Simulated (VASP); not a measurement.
# CdSe (P6_3mc) in VASP: settings compared

Aim: see how the results for CdSe move with the level of theory and the settings. Levels: PBEsol+D4, revPBE+D3(BJ). Tasks: single point.

Program: VASP 6.6.1. These are calculated values, not measurements. Logs are shortened: lines on timing, memory, paths and dates and some standing lists are left out, and cuts for length are marked.

**Measured values to compare with.**

A printed reference work, data compilation reports, for a bulk crystal of CdSe at 2 K: band gap 1.841 eV.

The results are compared with them further down.

### Step 1. The cell of the first run

Symmetry: P6_3mc, No. 186, hexagonal system. Conventional cell: a = 4.273 Å, b = 4.273 Å, c = 6.976 Å, α = 90.00°, β = 90.00°, γ = 120.00°. Within 3.5 Å of Cd (site symmetry 3m) lie 4 Se at 2.62 Å. Se (site symmetry 3m) has 4 Cd at 2.62 Å within 3.5 Å.

### Step 2. Single point, PBEsol+D4

Input file INCAR:

```
PREC     = Accurate       # precision mode
ENCUT    = 520            # plane-wave cutoff, eV
EDIFF    = 1E-6           # SCF threshold, eV
ISMEAR   = -1             # smearing method
SIGMA    = 0.05           # smearing width, eV
LREAL    = False          # projectors in reciprocal space
LASPH    = True           # aspherical terms in the spheres
NELM     = 60             # most SCF steps
ALGO     = Normal         # electronic algorithm
ISIF     = 2              # what is computed and relaxed
LWAVE    = False          # write WAVECAR
LCHARG   = False          # write CHGCAR
GGA      = PS             # functional
IVDW     = 13             # dispersion correction
NBANDS   = 26             # bands
```

Input file KPOINTS:

```
Automatic mesh
0
Gamma
  7 7 4
```

Input file POSCAR:

```
CdSe
1.0
    4.2733681996      0.0000000000      0.0000000000
   -2.1366840998      3.7008454206      0.0000000000
    0.0000000000      0.0000000000      6.9762881677
Cd Se
2 2
Direct
    0.6666666667      0.3333333333      0.5046992707
    0.3333333333      0.6666666667      0.0046992707
    0.6666666667      0.3333333333      0.8803007293
    0.3333333333      0.6666666667      0.3803007293
```

Potentials or basis: VASP PAW PBE potentials, release 64 (Cd, Se).

Command:

```sh
> cat potpaw_PBE.64/Cd/POTCAR potpaw_PBE.64/Se/POTCAR > POTCAR
> mpirun -np 1 vasp_std > vasp.out
```

OUTCAR:

```text
PREC = Accurate
   ENCUT = 520
   EDIFF = 1E-6
   ISMEAR = -1
   LREAL = False
   LASPH = True
   NELM = 60
   ISIF = 2
   GGA = PS
   IVDW = 13

 ion  position               nearest neighbor table
   1  0.667  0.333  0.505-   4 2.62   4 2.62   4 2.62   3 2.62
   2  0.333  0.667  0.005-   3 2.62   3 2.62   3 2.62   4 2.62
   3  0.667  0.333  0.880-   2 2.62   2 2.62   2 2.62   1 2.62
   4  0.333  0.667  0.380-   1 2.62   1 2.62   1 2.62   2 2.62

  LATTYP: Found a hexagonal cell.
 ALAT       =     4.2733681996
 C/A-ratio  =     1.6325034123

  Lattice vectors:

 A1 = (   4.2733681996,   0.0000000000,   0.0000000000)
 A2 = (  -2.1366840998,   3.7008454206,   0.0000000000)
 A3 = (   0.0000000000,   0.0000000000,   6.9762881677)

Analysis of symmetry for initial positions (statically):
=====================================================================
 Subroutine PRICEL returns:
 Original cell was already a primitive cell.

 Routine SETGRP: Setting up the symmetry group for a
 hexagonal supercell.

 Subroutine GETGRP returns: Found 12 space group operations
 (whereof  6 operations were pure point group operations)
 out of a pool of 24 trial point group operations.

The static configuration has the point symmetry C_3v.
 The point group associated with its full space group is C_6v.

Analysis of symmetry for dynamics (positions and initial velocities):
=====================================================================
 Subroutine PRICEL returns:
 Original cell was already a primitive cell.

 Routine SETGRP: Setting up the symmetry group for a
 hexagonal supercell.

 Subroutine GETGRP returns: Found 12 space group operations
 (whereof  6 operations were pure point group operations)
 out of a pool of 24 trial point group operations.

The dynamic configuration has the point symmetry C_3v.
 The point group associated with its full space group is C_6v.

 Subroutine INISYM returns: Found 12 space group operations
 (whereof  6 operations are pure point group operations),
 and found     1 'primitive' translations

----------------------------------------------------------------------------------------

                                     Primitive cell

  volume of cell :     110.3305

  direct lattice vectors                    reciprocal lattice vectors
     4.273368200  0.000000000  0.000000000     0.234007451  0.135104265  0.000000000
    -2.136684100  3.700845421  0.000000000     0.000000000  0.270208530  0.000000000
     0.000000000  0.000000000  6.976288168     0.000000000  0.000000000  0.143342703

[... 86 lines left out ...]
   EDIFF  = 0.1E-05   stopping-criterion for ELM
   LREAL  =      F    real-space projection
   EDIFFG = 0.1E-04   stopping-criterion for IOM
   NSW    =      0    number of steps for IOM
   IBRION =     -1    ionic relax: 0-MD 1-quasi-New 2-CG
   NFREE  =      0    steps in history (QN), initial steepest desc. (CG)
   ISIF   =      2    stress and relaxation
   ISYM   =      2    0-nonsym 1-usesym 2-fastsym
   POTIM  = 0.5000    time-step for ionic-motion
   TEBEG  =    0.0;   TEEND  =   0.0 temperature during run
   PSTRESS=    0.0 pullay stress
   NELECT =      36.0000    total number of electrons
   NUPDOWN=      -1.0000    fix difference up-down
   EMIN   =  10.00;   EMAX   =-10.00  energy-range for DOS
   EFERMI =   0.00;   METHOD = LEGACY
   ISMEAR =    -1;   SIGMA  =   0.05  broadening in eV -4-tet -1-fermi 0-gaus
   EFERMI_NEDOS =   21; number of points for ismear=-14 and -15
   IALGO  =     38    algorithm
   IMIX   =      4    mixing-type and parameters
     AMIX     =   0.40;   BMIX     =  1.00
     AMIX_MAG =   1.60;   BMIX_MAG =  1.00
  volume/ion in A,a.u.               =      27.58       186.14
  Fermi-wavevector in a.u.,A,eV,Ry     =   1.127052  2.129819 17.282735  1.270245
  Thomas-Fermi vector in A             =   2.263736
   LORBIT       =      0    0 simple, 1 ext, 2 COOP (PROOUT), +10 PAW based schemes
   GGA     = PS    functional components
   LHFCALC =     F    Hartree Fock is set to
   AEXX    =    0.0000 exact exchange contribution
   IVDW    =    13    specifies the selected vdW correction
   LEPSILON=     F    determine dielectric tensor
   LRPA    =     F    only Hartree local field effects (RPA)
 non-spin polarized calculation
  energy-cutoff  :      520.00
  volume of cell :      110.33
 maximum number of plane-waves:      3000
 NGX is ok and might be reduce to    32
   NGX = 15   NGY = 15   NGZ = 25

 number of electron      36.0000001 magnetization

 Free energy of the ion-electron system (eV)
  ---------------------------------------------------
  ext. energy  EPLUGINS =         0.00000000
  ---------------------------------------------------
  free energy    TOTEN  =       -12.33767045 eV

  energy without entropy =      -12.33763196  energy(sigma->0) =      -12.33765120

 E-fermi :   1.2945     XC(G=0):  -9.1811

 val. band max:        0.9764096309   @ k =   0.0000   0.0000   0.0000
 cond. band min:       1.5570487660   @ k =   0.0000   0.0000   0.0000
 fundamental gap:      0.5806391351
 Fermi energy:         1.2945141723

 k-point     1 :       0.0000    0.0000    0.0000
  band No.  band energies     occupation
      1     -11.7693      2.00000
      2     -11.3659      2.00000
      3      -7.0026      2.00000
      4      -6.9947      2.00000
      5      -6.9947      2.00000
      6      -6.9223      2.00000
[... 685 lines left out ...]
     25       8.9847      0.00000
     26       8.9847      0.00000

------------------------ aborting loop because EDIFF is reached ----------------------------------------

  DFT-D4 for vdW energy calculation

  Edisp (eV):   -0.78025

  FORCE on cell =-STRESS in cart. coord.  units (eV):
  Direction    XX          YY          ZZ          XY          YZ          ZX
  --------------------------------------------------------------------------------------
  -------------------------------------------------------------------------------------
  Total       0.24746     0.24746     0.25285     0.00000     0.00000     0.00000
  in kB       3.59358     3.59358     3.67174     0.00000     0.00000     0.00000
  external pressure =        3.62 kB  Pullay stress =        0.00 kB

 VOLUME and BASIS-vectors are now :
 -----------------------------------------------------------------------------
  energy-cutoff  :      520.00
  volume of cell :      110.33
      direct lattice vectors                 reciprocal lattice vectors
     4.273368200  0.000000000  0.000000000     0.234007451  0.135104265  0.000000000
    -2.136684100  3.700845421  0.000000000     0.000000000  0.270208530  0.000000000
     0.000000000  0.000000000  6.976288168     0.000000000  0.000000000  0.143342703

 POSITION                                       TOTAL-FORCE (eV/Angst)
 -----------------------------------------------------------------------------------
      2.13668      1.23362      3.52093         0.000000     -0.000000      0.002093
     -0.00000      2.46723      0.03278        -0.000000      0.000000      0.002093
      2.13668      1.23362      6.14123         0.000000      0.000000     -0.002093
     -0.00000      2.46723      2.65309        -0.000000     -0.000000     -0.002093
 -----------------------------------------------------------------------------------
    total drift:                               -0.000000     -0.000000     -0.000024

  FREE ENERGIE OF THE ION-ELECTRON SYSTEM (eV)
  ---------------------------------------------------
  free  energy   TOTEN  =       -13.1179193842 eV

  energy  without entropy=      -13.1178808974  energy(sigma->0) =      -13.11790014
```

OSZICAR:

```text
N       E                     dE             d eps       ncg     rms          rms(c)
DAV:   1     0.240090704304E+03    0.24009E+03   -0.17158E+04  1248   0.125E+03
DAV:   2    -0.263300126896E+00   -0.24035E+03   -0.23204E+03  1350   0.310E+02
DAV:   3    -0.129870850147E+02   -0.12724E+02   -0.12655E+02  1514   0.709E+01
DAV:   4    -0.130946919414E+02   -0.10761E+00   -0.10751E+00  1398   0.614E+00
DAV:   5    -0.130953189106E+02   -0.62697E-03   -0.62694E-03  1424   0.452E-01    0.883E+00
DAV:   6    -0.123793951135E+02    0.71592E+00   -0.13071E+00  1600   0.123E+01    0.699E+00
DAV:   7    -0.123420466893E+02    0.37348E-01   -0.49621E-01  1310   0.370E+00    0.282E+00
DAV:   8    -0.123381101454E+02    0.39365E-02   -0.57228E-02  1320   0.249E+00    0.373E-01
DAV:   9    -0.123375949358E+02    0.51521E-03   -0.74722E-03  1386   0.104E+00    0.115E-01
DAV:  10    -0.123376184831E+02   -0.23547E-04   -0.70767E-04  1324   0.287E-01    0.597E-02
DAV:  11    -0.123376778553E+02   -0.59372E-04   -0.16629E-04  1320   0.879E-02    0.266E-02
DAV:  12    -0.123376689110E+02    0.89443E-05   -0.48297E-05  1408   0.789E-02    0.924E-03
DAV:  13    -0.123376708301E+02   -0.19192E-05   -0.74417E-06  1294   0.155E-02    0.647E-03
DAV:  14    -0.123376704455E+02    0.38459E-06   -0.72684E-07   872   0.663E-03
   1 F= -.13117919E+02 E0= -.13117900E+02  d E =-.384868E-04
```

Wall time 23 s (1 thread of Intel Xeon 6975P-C (Granite Rapids), shared host); peak memory 0.24 GiB.

What came out:

```
Free energy                : -13.1179 eV
Pressure                   : 0.4 GPa
Band gap on the k mesh     : 0.58 eV
Dispersion energy per atom : -0.195 eV
```

Forces in eV/Å, atoms in the order of the input:
```
Cd   0.000  0.000  0.002
Cd   0.000  0.000  0.002
Se   0.000  0.000 -0.002
Se   0.000  0.000 -0.002
```

Caveat: the PAW data sets were made with another functional, which shifts forces and pressure a little.

### Step 3. Single point, revPBE+D3(BJ)

This run uses another cell than the first one, of 28.25 Å³/atom.

Input file INCAR:

```
SYSTEM = CdSe
PREC = Accurate
ENCUT = 520
EDIFF = 1E-7
ISMEAR = -1
SIGMA = 0.05
LREAL = .FALSE.
LASPH = .TRUE.
NELM = 100
ALGO = Normal
ISIF = 2
LWAVE = .FALSE.
LCHARG = .FALSE.
GGA = RE
IVDW = 12
NBANDS = 26
```

Input file KPOINTS:

```
regular mesh
0
G
  7 7 4
  0 0 0
```

Input file POSCAR:

```
CdSe
1.0
    4.3044170412      0.0000000000      0.0000000000
   -2.1522085206      3.7277345061      0.0000000000
    0.0000000000      0.0000000000      7.0414295491
Cd Se
2 2
Direct
    0.6666666667      0.3333333333      0.5050345567
    0.3333333333      0.6666666667      0.0050345567
    0.6666666667      0.3333333333      0.8799654433
    0.3333333333      0.6666666667      0.3799654433
```

Potentials or basis: VASP PAW PBE potentials, release 64 (Cd, Se).

Command:

```sh
> cat potpaw_PBE.64/Cd/POTCAR potpaw_PBE.64/Se/POTCAR > POTCAR
> mpirun -np 1 vasp_std > vasp.out
```

Wall time 27 s (1 thread of Intel Xeon 6975P-C (Granite Rapids), shared host); peak memory 0.26 GiB.

Results (log left out):

```yaml
Free_energy: -12.1940 eV
Pressure: 0.3 GPa
Band_gap_on_the_k_mesh: 0.78 eV
Dispersion_energy_per_atom: -0.609 eV
```

Levels at points of the mesh, in eV from the valence-band top:
| k point | band 15 | band 16 | band 17 | band 18 | band 19 | band 20 | band 21 | band 22 |
| --- | --- | --- | --- | --- | --- | --- | --- | --- |
| (0.00, 0.00, 0.00) | -0.75 | -0.06 | 0.00 | 0.00 | 0.78 | 2.31 | 5.93 | 5.93 |
| (0.00, 0.00, 0.50) | -0.39 | -0.39 | -0.39 | -0.39 | 2.47 | 2.47 | 5.95 | 5.95 |

Caveat: the PAW data sets were made with another functional, which shifts forces and pressure a little.

### Step 4. Comparison with measurements

Step 2. A measured gap of CdSe is 1.841 eV (2 K; a printed reference work, data compilation); the calculated 0.58 eV misses it by -1.26 eV. So large a miss can be the level of theory's own, or it may mean another phase, state or a wrong row. Spin-orbit coupling on Cd, Se is left out. The value is that of PBEsol+D4, without temperature or zero-point motion. Semilocal functionals fall short of measured gaps as a rule.

Step 3. Against the measured gap of CdSe, 1.841 eV (2 K; a printed reference work, data compilation), the calculated 0.78 eV is off by -1.06 eV. So large a miss can be the level of theory's own, or it may mean another phase, state or a wrong row. Spin-orbit coupling on Cd, Se is left out. The value is that of revPBE+D3(BJ), without temperature or zero-point motion. Semilocal functionals fall short of measured gaps as a rule.
